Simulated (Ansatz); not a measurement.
`NC[SiH2]F` + `CC(=O)O` → `CC(=O)O[SiH2]F` + CH₃NH₂  (ligand exchange at the Si–C bond)

Calculated with Ansatz (gas phase, PBE0-D4/def2-TZVP geometries, no zero-point term in ΔE). CCSD(T)/CBS adds triple-zeta CCSD(T) − MP2 to the extrapolated MP2 energy (def2 sets, frozen cores). DFT in def2-TZVPP. HSE06 is defined as in plane-wave codes. One conformer a species, not always the lowest.

| level | ΔE (kcal/mol) |
| --- | --- |
| HSE06-D4 | -22.7 |
| PBE-QIDH | -24.5 |
| HSE06 | -22.5 |
| BHLYP | -25.8 |
| CAM-B3LYP | -24.8 |
| HF/def2-SVP | -24.3 |
| MP2/def2-SVP | -23.0 |
| HF/def2-QZVPP | -28.0 |

Task: What does CCSD(T)/CBS give? (Best estimate.)

Result: Computed: -25.2 kcal/mol. The listed levels differ from it by 2.5, 0.7, 2.7, -0.6, 0.4, 0.9, 2.2, -2.8 kcal/mol.

Largest T1 diagnostic among the species: 0.015.

Leaving LDA and LC-ωPBE aside and taking each functional with its dispersion term where it has one, the values, not all of them listed here, spread over 4.5 kcal/mol, from BHLYP-D4 to PBE-D4. From BLYP to BHLYP (50 % exact exchange), in def2-TZVPP and without D4, ΔE moves by −2.5 kcal/mol.

CCSD(T)/CBS has its own doubt, a few kJ/mol and more with outer-core shells, so smaller differences from it don't rank the levels.
